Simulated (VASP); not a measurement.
Pr under changes of volume

One of the cells (35.054 Å³/atom); the others are scaled copies at fixed shape and fractional positions:

```
Pr
1.0
     0.00000    2.59759    2.59759
     2.59759    0.00000    2.59759
     2.59759    2.59759    0.00000
Pr
1
Direct
  0.00000 0.00000 0.00000
```

This isn't the form of Pr at room conditions, which is double hcp.

```yaml
Program: VASP 6.6.1
Functional: PBE
Potentials_or_basis: VASP PAW PBE potentials, release 64 (Pr)
Cutoff: 520 eV
k_mesh: 9 × 9 × 9
Occupations: fermi-dirac, width 0.05 eV
Spin: collinear spin, ferromagnetic start
Starting_moments: "[2.0] μB"
```

```csv
volume (Å³/atom),energy over the lowest point (meV/atom),pressure (GPa),moment (μB per cell)
32.305,2.94,0.7,2.58
32.992,0.51,0.3,2.61
33.680,0.00,-0.2,2.64
35.054,4.15,-0.9,2.70
35.742,8.56,-1.3,2.72
36.429,?,?,?
```

Task: What does the run at 36.429 Å³/atom give?

Result: Energy over the lowest point 14.43 meV/atom; pressure -1.6 GPa; moment 2.75 μB per cell.

Worked out: A Birch-Murnaghan fit of order 3 (a polynomial in V^(-2/3)) to the other rows has its minimum at 33.53 Å³/atom with B0 = V·E''(V) = 20 GPa and B' = 2.9. It gives 14.36 meV/atom at 36.429 Å³/atom, against the run's 14.43, and -dE/dV = -1.5 GPa, against -1.6. A straight line through the other rows of the moment, of slope 0.0414 μB per Å³/atom, extrapolates to 2.75 μB, against the run's 2.75.

Energies are extrapolated to zero smearing.

Caveats: the magnetic or orbital state may not be the lowest.
